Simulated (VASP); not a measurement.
# Li2S (Fm-3m) in VASP: further runs, part 2 of 2

VASP 6.6.1. Earlier steps stand in the parts before.

## (3) Dielectric tensor, PBEsol

Input file INCAR:

```
SYSTEM = Li2S
PREC = Accurate ; ENCUT = 600
EDIFF = 1E-8 ; ISMEAR = 0
SIGMA = 0.03 ; LREAL = .False.
LASPH = .True. ; NELM = 80
ALGO = Normal ; ISIF = 2
LWAVE = .False. ; LCHARG = .False.
GGA = PS ; LEPSILON = .True.
KPAR = 2
```

Input file KPOINTS:

```
Automatic mesh
0
Monkhorst
  14 14 14
  0 0 0
```

Input file POSCAR:

```
Li2S                                    
1.0
    0.0000000000      2.8269536215      2.8269536215
    2.8269536215      0.0000000000      2.8269536215
    2.8269536215      2.8269536215      0.0000000000
  Li              S             
     2     1
Direct
     0.2500000000000000    0.2500000000000000    0.2500000000000000
     0.7500000000000000    0.7500000000000000    0.7500000000000000
     0.0000000000000000    0.0000000000000000    0.0000000000000000
```

Potentials or basis: VASP PAW PBE potentials, release 64 (Li_sv, S).

Run with:

```console
cat potpaw_PBE.64/Li_sv/POTCAR potpaw_PBE.64/S/POTCAR > POTCAR
mpirun -np 2 vasp_std > vasp.out
```

OUTCAR:

```text
SYSTEM = Li2S
   PREC = Accurate
   ENCUT = 600
   EDIFF = 1E-8
   ISMEAR = 0
   LREAL = .False.
   LASPH = .True.
   NELM = 80
   ISIF = 2
   GGA = PS
   LEPSILON = .True.

 ion  position               nearest neighbor table
   1  0.250  0.250  0.250-   3 2.45   3 2.45   3 2.45   3 2.45
   2  0.750  0.750  0.750-   3 2.45   3 2.45   3 2.45   3 2.45
   3  0.000  0.000  0.000-   2 2.45   2 2.45   2 2.45   1 2.45   2 2.45   1 2.45   1 2.45   1 2.45

  LATTYP: Found a face centered cubic cell.
 ALAT       =     5.6539072430

  Lattice vectors:

 A1 = (   0.0000000000,   2.8269536215,   2.8269536215)
 A2 = (   2.8269536215,   0.0000000000,   2.8269536215)
 A3 = (   2.8269536215,   2.8269536215,   0.0000000000)

Analysis of symmetry for initial positions (statically):
=====================================================================
 Subroutine PRICEL returns:
 Original cell was already a primitive cell.

 Routine SETGRP: Setting up the symmetry group for a
 face centered cubic supercell.

 Subroutine GETGRP returns: Found 48 space group operations
 (whereof 48 operations were pure point group operations)
[... 539 lines left out ...]
  free energy    TOTEN  =        -0.41767572 eV

  energy without entropy =       -0.41767572

------------------------ aborting loop because EDIFF is reached ----------------------------------------

 PIEZOELECTRIC TENSOR FIELD DIRECTION 3  (e Angst)
 -----------------------------------------------------------------------------
    -0.00041  0.00000 -0.00000           ( -0.00000  0.00000  0.00000)
     0.00000 -0.00041  0.00000           (  0.00000 -0.00000  0.00000)
    -0.00000  0.00000 -0.00047           (  0.00000  0.00000 -0.00000)

 PIEZOELECTRIC TENSOR FIELD DIRECTION 3  (C/m^2)
 -----------------------------------------------------------------------------
    -0.00015  0.00000 -0.00000
     0.00000 -0.00015  0.00000
    -0.00000  0.00000 -0.00017

 MACROSCOPIC STATIC DIELECTRIC TENSOR (including local field effects in DFT)
 ------------------------------------------------------
           3.977029    -0.000000     0.000000
           0.000000     3.977029    -0.000000
           0.000000     0.000000     3.977029
 ------------------------------------------------------

 PIEZOELECTRIC TENSOR (including local field effects)  for field in x, y, z        (e  Angst)
          XX          YY          ZZ          XY          YZ          ZX
  --------------------------------------------------------------------------------
  x     0.00000     0.00000     0.00000     0.00000     0.00000     0.00000
  y     0.00000     0.00000     0.00000     0.00000     0.00000     0.00000
  z     0.00000     0.00000     0.00000     0.00000     0.00000     0.00000

 PIEZOELECTRIC TENSOR (including local field effects)  for field in x, y, z        (C/m^2)
          XX          YY          ZZ          XY          YZ          ZX
  --------------------------------------------------------------------------------
  x     0.00000     0.00000     0.00000     0.00000     0.00000     0.00000
  y     0.00000     0.00000     0.00000     0.00000     0.00000     0.00000
  z     0.00000     0.00000     0.00000     0.00000     0.00000     0.00000

 BORN EFFECTIVE CHARGES (including local field effects) (in |e|, cummulative output)
 ---------------------------------------------------------------------------------
 ion    1
    1     0.93175    -0.00000     0.00000
    2     0.00000     0.93175     0.00000
    3     0.00000     0.00000     0.93175
 ion    2
    1     0.93175    -0.00000     0.00000
    2     0.00000     0.93175     0.00000
    3     0.00000     0.00000     0.93175
 ion    3
    1    -1.86351    -0.00000     0.00000
    2     0.00000    -1.86351     0.00000
    3     0.00000     0.00000    -1.86351
```

OSZICAR:

```text
N       E                     dE             d eps       ncg     rms          rms(c)
DAV:   1     0.421546120731E+02    0.42155E+02   -0.61186E+03  5600   0.128E+03
DAV:   2    -0.673629026285E+01   -0.48891E+02   -0.46643E+02  7052   0.212E+02
DAV:   3    -0.123722921317E+02   -0.56360E+01   -0.56187E+01  9774   0.587E+01
[... 12 lines left out ...]
RMM:  16    -0.417676632935E+00    0.38451E-05   -0.11386E-05 35573   0.150E-03    0.131E-04
RMM:  17    -0.417674967759E+00    0.16652E-05   -0.46400E-06 34909   0.847E-04    0.141E-04
RMM:  18    -0.417674679492E+00    0.28827E-06   -0.46281E-06 35816   0.492E-04    0.178E-04
RMM:  19    -0.417675264896E+00   -0.58540E-06   -0.15529E-06 33566   0.389E-04    0.706E-05
RMM:  20    -0.417675605782E+00   -0.34089E-06   -0.13852E-06 32458   0.280E-04    0.147E-05
RMM:  21    -0.417675717209E+00   -0.11143E-06   -0.33777E-07 26129   0.206E-04    0.508E-06
```

stdout:

```text
POSCAR found type information on POSCAR LiS
 POSCAR found :  2 types and       3 ions
 scaLAPACK will be used
 -----------------------------------------------------------------------------
|                                                                             |
|                                                                             |
|     You enforced a specific xc type in the INCAR file but a different       |
[... 46 lines left out ...]
  Direction:   1
 dielectric tensor                  component  1 :     3.977     0.061    -0.061
 Linear response to external field, progress :
  Direction:   2
 dielectric tensor                  component  2 :     0.059     3.977    -0.059
 Linear response to external field, progress :
  Direction:   3
 dielectric tensor                  component  3 :     0.111    -0.111     3.977
 Born effective charges drift removed
```

Run time: 16 min. Hardware: 2 MPI ranks of Intel Xeon Platinum 8488C (Sapphire Rapids), shared host; peak memory 0.95 GiB.

Results:

```
Electronic dielectric tensor (diagonal) : 3.98
Born charges (mean of the diagonal)     : Li +0.93; S -1.86 e
```

Levels at points of the mesh, in eV from the valence-band top:
```
           k point  band 3  band 4  band 5  band 6  band 7  band 8  band 9  band 10
(0.04, 0.04, 0.04)  -11.07   -0.05    0.00    0.00    4.28    6.19    6.19     6.20
```

Electronic dielectric tensor:
```
3.98 0.00 0.00
0.00 3.98 0.00
0.00 0.00 3.98
```

Born effective charge tensors (e):
atom 1, Li
```
0.93 0.00 0.00
0.00 0.93 0.00
0.00 0.00 0.93
```
atom 2, Li
```
0.93 0.00 0.00
0.00 0.93 0.00
0.00 0.00 0.93
```
atom 3, S
```
-1.86  0.00  0.00
 0.00 -1.86  0.00
 0.00  0.00 -1.86
```
